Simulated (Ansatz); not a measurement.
Ti₃SiC₂ (MAX-312 type, space group P6_3/mmc)

```
CELL_PARAMETERS angstrom
      3.04238     0.00000     0.00000
     -1.52119     2.63478     0.00000
      0.00000     0.00000    17.57708
ATOMIC_POSITIONS crystal
  Ti 0.00000 0.00000 0.00000
  Ti 0.00000 0.00000 0.50000
  Ti 0.33333 0.66667 0.13496
  Ti 0.66667 0.33333 0.63496
  Ti 0.66667 0.33333 0.86504
  Ti 0.33333 0.66667 0.36504
  Si 0.00000 0.00000 0.25000
  Si 0.00000 0.00000 0.75000
  C  0.33333 0.66667 0.57218
  C  0.66667 0.33333 0.07218
  C  0.66667 0.33333 0.42782
  C  0.33333 0.66667 0.92782
```

This relaxed cell (volume V₀) is scaled evenly in all directions, its shape held. The atoms relax within the cell's symmetry.

Computed with PBEsol (plane waves to 420 eV, PAW, scalar-relativistic; Ansatz, a first-principles code). k mesh 14×14×3 (Γ-centred), Fermi-Dirac smearing 0.05 eV. E stands for the smeared free energy. Ti3SiC2 is run without spin polarisation. Ti3SiC2 was relaxed with its symmetry unable to fall. ΔE is measured from the relaxed starting cell.

Predict the ΔE (meV/atom) at V/V₀ = 0.900, 0.920, 0.940, 1.080, 1.100.


```
V/V₀   ΔE (meV/atom)
-----  -------------
0.900             87
0.920             53
0.940             29
1.080             40
1.100             61
```

(Under strain, the slope of the energy per volume gives the stress and its curvature an elastic modulus.)
